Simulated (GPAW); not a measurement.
Runs of GPAW 26.7.0 on MoS2. Symmetry: P-3m1, No. 164, trigonal system. The conventional cell has a = 3.227 Å, b = 3.227 Å, c = 6.312 Å, α = 90.00°, β = 90.00°, γ = 120.00°. Around Mo (site symmetry -3m) lie 6 S at 2.42 Å. S (site symmetry 3m) is surrounded by 3 Mo at 2.42 Å. Measurements of this composition are mostly on another form, of space group No. 194.

```csv
task,level,potentials or basis,spin,cell,k mesh,cutoff (eV),smearing,maxiter,band path,band points,spin axis theta (degrees),spin axis phi (degrees),other keys,mesh quality,gap on the mesh (eV),pressure (GPa),relaxed volume (Å³/atom),largest force (eV/Å)
band structure,LDA,"the program's PAW data sets (release 1.2.1) made for this functional, pw","SOC, no magnetisation",as given,7 × 7 × 3,600,fermi-dirac 0.05 eV,150,"GMKGALHA,LM,KH",60,54.7,45,-,not flagged,-,-6.1,-,0.22
relaxation of cell and atoms,PBEsol+D4,"PAW data sets generated in the run's folder for this functional, pw",off,relaxed to 2 GPa,7 × 7 × 3,600,fermi-dirac 0.05 eV,150,-,-,-,-,-,not flagged,none,2.0,-,-
Fermi surface,LDA,"PAW data sets generated in the run's folder for this functional, pw",off,as given,6 × 6 × 3,510,fermi-dirac 0.01 eV,75,-,-,-,-,"several, not listed",coarse,none,-6.4,-,0.23
relaxation of cell and atoms,RPBE+D3(BJ),"the program's PAW data sets (release 1.2.1) made for this functional, pw",off,relaxed,9 × 9 × 4,600,fermi-dirac 0.05 eV,150,-,-,-,-,-,not flagged,none,-0.1,13.72,0.01
relaxation of cell and atoms,BLYP,"PAW data sets generated in the run's folder for this functional, pw",off,relaxed,9 × 9 × 4,600,fermi-dirac 0.05 eV,150,-,-,-,-,-,not flagged,none,0.0,(b),-
band structure,LDA,"the program's PAW data sets (release 1.2.1) made for this functional, newer versions, pw",off,as given,7 × 7 × 3,600,fermi-dirac 0.05 eV,150,"GMKGALHA,LM,KH",100,-,-,-,not flagged,-,-6.1,-,0.22
relaxation of cell and atoms,PBEsol+D4,"PAW data sets generated in the run's folder for this functional, pw",off,relaxed,9 × 9 × 4,600,fermi-dirac 0.05 eV,150,-,-,-,-,-,not flagged,none,0.0,(a),0.01
relaxation of cell and atoms,LDA,"the program's PAW data sets (release 1.2.1) made for this functional, pw",off,relaxed,7 × 7 × 3,600,fermi-dirac 0.05 eV,150,-,-,-,-,-,not flagged,none,-0.1,16.39,0.01
relaxation of cell and atoms,PBEsol+D3,"PAW data sets generated in the run's folder for this functional, pw",off,relaxed,7 × 7 × 3,600,fermi-dirac 0.05 eV,150,-,-,-,-,-,not flagged,none,0.2,16.15,0.05
band structure,BLYP,"PAW data sets generated in the run's folder for this functional, pw",off,as given,9 × 9 × 4,600,fermi-dirac 0.05 eV,150,"GMKGALHA,LM,KH",100,-,-,-,not flagged,-,7.2,-,0.59
electron localisation function,LDA,"PAW data sets generated in the run's folder for this functional, pw",off,as given,6 × 6 × 3,510,fermi-dirac 0.01 eV,150,-,-,-,-,-,coarse,none,-6.4,-,0.23
```

Problem. Fill in the values left out.

Solution. (a) 16.25; (b) 26.20.

Caveats: some runs use coarse meshes; later steps reuse the first step's grids (some runs); the volume moved by over 15 % at a fixed basis, so the end points are rough (some runs); the cutoff is short for stress and forces, so pressures can be off by a GPa or more (some runs); spin-orbit coupling was added after a scalar SCF, so levels and gaps hold it while energy, forces, pressure and moments don't (some runs); this program's spin-orbit splittings come out too wide for heavy elements (some runs); this functional lacks dispersion, which binds the layers, so the pressure and a relaxed spacing across them are unreliable, and here the layers came unbound (some runs); this functional lacks dispersion, which binds the layers, so the pressure and a relaxed spacing across them are unreliable (some runs).

A k mesh can miss the band edges, and rows without SOC leave out spin-orbit coupling on Mo.

A gap of «none» marks a metal or a gap under the smearing width.

Runs at the PBE level aren't shown here.
